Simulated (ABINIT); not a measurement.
# Zr (P6_3/mmc) in ABINIT: equation of state

Aim: energy against volume of Zr in PBE, for its equilibrium volume and stiffness.

Program: ABINIT 10.8.3 (patched build). These are calculated values, not measurements. Logs are shortened: lines on timing, memory, paths and dates and some standing lists are left out, and cuts for length are marked. The log counts tension as positive stress, the text compression.

## 1. Starting point

It takes space group P6_3/mmc (No. 194, hexagonal). The conventional cell has a = 3.232 Å, b = 3.232 Å, c = 5.147 Å, α = 90.00°, β = 90.00°, γ = 120.00°. Around Zr (site symmetry -6m2) lie 12 Zr at 3.18 to 3.23 Å.

## 2. Equation of state, PBE

File run.abi:

```
# Datasets: one volume each
ndtset 7
getwfk -1
scalecart1 3*0.9795861087
scalecart2 3*0.9864848297
scalecart3 3*0.9932883884
scalecart4 3*1.0000000000
scalecart5 3*1.0066227096
scalecart6 3*1.0131594038
scalecart7 3*1.0196128224

# Pseudopotentials
pp_dirpath "./"
pseudos "Zr.GGA_PBE-JTH.xml"

# Structure
acell 3.232 3.232 5.147 Angstrom
rprim
     1.0000000000     0.0000000000     0.0000000000
    -0.5000000000     0.8660254038     0.0000000000
     0.0000000000     0.0000000000     1.0000000000
ntypat 1
znucl 40
natom 2
typat 1 1
xred
     0.6666666667     0.3333333333     0.7500000000
     0.3333333333     0.6666666667     0.2500000000

# Plane-wave basis
ecut 17.0
pawecutdg 34.0

# k points
kptopt 1
ngkpt 9 9 5
nshiftk 1
shiftk 0.0 0.0 0.0

# Exchange and correlation
ixc 11

# Bands and occupations
nband 16
occopt 3
tsmear 0.05 eV

# SCF cycle
nstep 100
tolvrs 1.0e-9

# Output
iomode 3
prtwf 1
prtden 0
prteig 0
prtebands 0
enunit 2
```

Potentials or basis: JTH PAW PBE v2.0.

On the command line:

```sh
abinit run.abi > log 2>&1
```

run.abo:

```text
.Version 10.8.3 of ABINIT
 DATASET    1 : space group P6_3/m m c (#194); Bravais hP (primitive hexag.)
================================================================================
 Values of the parameters that define the memory need for DATASET  1.
     intxc =       0    ionmov =       0      iscf =      17    lmnmax =      18
     lnmax =       6     mgfft =      36  mpssoang =       3    mqgrid =    3001
     natom =       2  nloc_mem =       2    nspden =       1   nspinor =       1
    nsppol =       1      nsym =      24    n1xccc =       1    ntypat =       1
    occopt =       3   xclevel =       2
       mpw =        1014          nfft =       20736          nkpt =          36
 PAW method is used; the additional fine FFT grid is defined by:
   mgfftf=        54    nfftf =     55296
================================================================================
================================================================================
[... 71 lines left out ...]
 DATASET    7 : space group P6_3/m m c (#194); Bravais hP (primitive hexag.)
================================================================================
 Values of the parameters that define the memory need for DATASET  7.
     intxc =       0    ionmov =       0      iscf =      17    lmnmax =      18
     lnmax =       6     mgfft =      40  mpssoang =       3    mqgrid =    3001
     natom =       2  nloc_mem =       2    nspden =       1   nspinor =       1
    nsppol =       1      nsym =      24    n1xccc =       1    ntypat =       1
    occopt =       3   xclevel =       2
       mpw =        1124          nfft =       23040          nkpt =          36
 PAW method is used; the additional fine FFT grid is defined by:
   mgfftf=        54    nfftf =     69984
================================================================================
================================================================================

--------------------------------------------------------------------------------
------------- Echo of variables that govern the present computation ------------
--------------------------------------------------------------------------------
 -outvars: echo values of preprocessed input variables --------
            acell      6.1075948389E+00  6.1075948389E+00  9.7264203700E+00 Bohr
              amu      9.12240000E+01
             ecut      1.70000000E+01 Hartree
           enunit           2
           getwfk          -1
              ixc          11
           jdtset        1    2    3    4    5    6    7
         kptrlatt        9    0    0      0    9    0      0    0    5
          kptrlen1     4.76393314E+01
          kptrlen2     4.79748307E+01
          kptrlen3     4.83057021E+01
          kptrlen4     4.86321019E+01
          kptrlen5     4.89541781E+01
          kptrlen6     4.92720713E+01
          kptrlen7     4.95859146E+01
            natom           2
            nband          16
           ndtset           7
[... 75 lines left out ...]
                       8.6675666280E-17  3.5726244974E+00  2.4636035658E+00
            xcart7     3.1136910059E+00  1.7976903405E+00  7.4378871940E+00
                       4.2725956019E-16  3.5953806809E+00  2.4792957313E+00
             xred      6.6666666667E-01  3.3333333333E-01  7.5000000000E-01
                       3.3333333333E-01  6.6666666667E-01  2.5000000000E-01
            znucl       40.00000

================================================================================

 chkinp: Checking input parameters for consistency, jdtset=   1.

 chkinp: Checking input parameters for consistency, jdtset=   2.
[... 40 lines left out ...]
 getcut: wavevector=  0.0000  0.0000  0.0000  ngfft=  32  32  54
         ecut(hartree)=     34.000   => boxcut(ratio)=   2.03766

--- Pseudopotential description ------------------------------------------------
- pspini: atom type   1  psp file is ./Zr.GGA_PBE-JTH.xml
 Pseudopotential format is: paw10
 basis_size (lnmax)=  6 (lmn_size= 18), orbitals=   0   0   1   1   2   2
 Spheres core radius: rc_sph= 2.22030268
 Shapefunction is BESSEL type: shapef(r,l)=aa(1,l)*jl(q(1,l)*r)+aa(2,l)*jl(q(2,l)*r)
 Radius for shape functions =  2.22030268
 Compensation charge density is not taken into account in XC energy/potential

   7.48771845E+02                                ecore*ucvol(ha*bohr**3)
--------------------------------------------------------------------------------

[... 1285 lines left out ...]
-Cartesian components of stress tensor (GPa)         [Pressure= -4.6668E+00 GPa]
- sigma(1 1)=  4.79205977E+00  sigma(3 2)=  0.00000000E+00
- sigma(2 2)=  4.79205976E+00  sigma(3 1)=  0.00000000E+00
- sigma(3 3)=  4.41626985E+00  sigma(2 1)=  0.00000000E+00

== END DATASET(S) ==============================================================
================================================================================

 -outvars: echo values of variables after computation  --------
            acell      6.1075948389E+00  6.1075948389E+00  9.7264203700E+00 Bohr
           etotal1    -9.5018602751E+01
           etotal2    -9.5019848046E+01
           etotal3    -9.5020607961E+01
           etotal4    -9.5020920752E+01
           etotal5    -9.5020824836E+01
           etotal6    -9.5020351767E+01
           etotal7    -9.5019533212E+01
            fcart1    -6.7508359939E-29 -3.8975969782E-29 -0.0000000000E+00
                       6.7508359939E-29  3.8975969782E-29 -0.0000000000E+00
            fcart2     2.2345419354E-29  6.4505669394E-29 -0.0000000000E+00
                      -2.2345419354E-29 -6.4505669394E-29 -0.0000000000E+00
            fcart3     6.6577091195E-29  2.4344257631E-28 -0.0000000000E+00
                      -6.6577091195E-29 -2.4344257631E-28 -0.0000000000E+00
            fcart4    -0.0000000000E+00 -0.0000000000E+00 -0.0000000000E+00
                      -0.0000000000E+00 -0.0000000000E+00 -0.0000000000E+00
            fcart5     2.1898390525E-29  1.1378737498E-28 -0.0000000000E+00
                      -2.1898390525E-29 -1.1378737498E-28 -0.0000000000E+00
[... 38 lines left out ...]
                       0.0000000000E+00  0.0000000000E+00  0.0000000000E+00
           xangst1     1.5830111517E+00  9.1395191456E-01  3.7814472761E+00
                      -5.7579432771E-17  1.8279038291E+00  1.2604824254E+00
           xangst2     1.5941594848E+00  9.2038840769E-01  3.8080780638E+00
                      -9.9634412752E-17  1.8407768154E+00  1.2693593546E+00
           xangst3     1.6051540357E+00  9.2673611459E-01  3.8343415013E+00
                       5.4185352630E-17  1.8534722292E+00  1.2781138338E+00
           xangst4     1.6160000000E+00  9.3299803503E-01  3.8602500000E+00
                       5.1375683450E-17  1.8659960701E+00  1.2867500000E+00
           xangst5     1.6267022987E+00  9.3917701007E-01  3.8858153147E+00
                      -1.0806469506E-16  1.8783540201E+00  1.2952717716E+00
           xangst6     1.6372655965E+00  9.4527573291E-01  3.9110485885E+00
                       4.5866787304E-17  1.8905514658E+00  1.3036828628E+00
           xangst7     1.6476943210E+00  9.5129675979E-01  3.9359603977E+00
                       2.2609602224E-16  1.9025935196E+00  1.3119867992E+00
             xred      6.6666666667E-01  3.3333333333E-01  7.5000000000E-01
                       3.3333333333E-01  6.6666666667E-01  2.5000000000E-01
 Calculation completed.
```

It took 2.1 min on 1 thread of Intel Xeon at 2.70GHz, shared host; peak memory 0.16 GiB.

What came out:

| Property | Result |
| --- | --- |
| Equilibrium volume | 23.40 Å³/atom |
| Bulk modulus at fixed shape and positions | 94 GPa |
| Pressure derivative of the bulk modulus | 3.3 |

Energy against volume, from the lowest point:
```tsv
volume (Å³/atom)	energy (meV/atom)
21.884	31.54
22.350	14.59
22.815	4.26
23.281	0.00
23.746	1.31
24.212	7.74
24.678	18.88
```

Caveat: pressures at fixed basis lie under the slope of the energies; the cell was scaled at fixed shape and fractional positions, which overstates the stiffness of a crystal with free parameters, most of all of layers and chains.
